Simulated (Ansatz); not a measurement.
## How InP₃ stores the work of compression

All numbers below come from DFT PBEsol, scalar-relativistic, plane waves, PAW (Ansatz 0.2.0). Run with 420 eV cutoff, 6×6×6 k-mesh, Gaussian smearing of 0.10 eV, no spin polarisation.

Reference structure (relaxed):

```xyz
8
Lattice="3.7150 2.1448 3.2794 -3.7150 2.1448 3.2794 0.0000 -4.2897 3.2794" Properties=species:S:1:pos:R:3 pbc="T T T"
In    0.0000    0.0000    2.6886
In    0.0000    0.0000    7.1496
P     2.0563   -1.1872    6.0033
P     0.0000    2.3744    6.0033
P    -2.0563   -1.1872    6.0033
P    -2.0563    1.1872    3.8349
P     2.0563    1.1872    3.8349
P     0.0000   -2.3744    3.8349
```

Cell and atoms were relaxed at each target pressure within the start's symmetry (R-3m), at zero temperature; other phases can be more stable under pressure. H = E + PV with P the target; E is the free energy at the smearing used, whose derivative the pressure is, per atom and counted from zero pressure.

```tsv
P (GPa)	V (Å³/atom)	E − E0 (meV)	H − H0 (meV)
0	19.598	0.0	0.0
2	18.978	3.7	240.6
5	18.215	20.1	588.5
10	17.241	64.8	1140.8
20	15.837	193.5	2170.4
```

**Question.** Thermodynamics gives dH/dP = V along a relaxed path. Integrate V over P by the trapezoid rule and compare with the computed enthalpies.

**Answer.** With 1 eV/Å³ = 160.22 GPa, each step adds the mean volume times ΔP / 160.22:
```
P (GPa)  ∫V dP (meV) H − H0 (meV) difference (meV)
      2        240.8         240.6               0.1
      5        589.0         588.5               0.5
     10       1142.2        1140.8               1.4
     20       2174.5        2170.4               4.1
```

V(P) curves upward, so the trapezoid rule runs high; integrating a smooth curve through the same points (P as a polynomial of degree 4 in ln V) puts that excess at about 3.6 meV at 20 GPa, against the 4.1 meV found.

**Question.** At 20 GPa, how much of the enthalpy change is stored energy and how much is the PV term?

**Answer.** E rises by 194 meV/atom and PV is 20 × 15.837 / 160.22 = 1977 meV/atom, so PV makes 91 % of ΔH. So between rival structures at high pressure a small difference in volume can outweigh the difference in energy: 1 % of this volume is worth 19.8 meV/atom at this pressure.

**Question.** What bulk modulus do the lowest pressures give?

**Answer.** From the pressures that the runs reached, -1.99 GPa (20.359 Å³) and 2.00 GPa (18.978 Å³), B = −ΔP/Δln V = 3.99 / 0.0702 = 57 GPa, a mean over that range.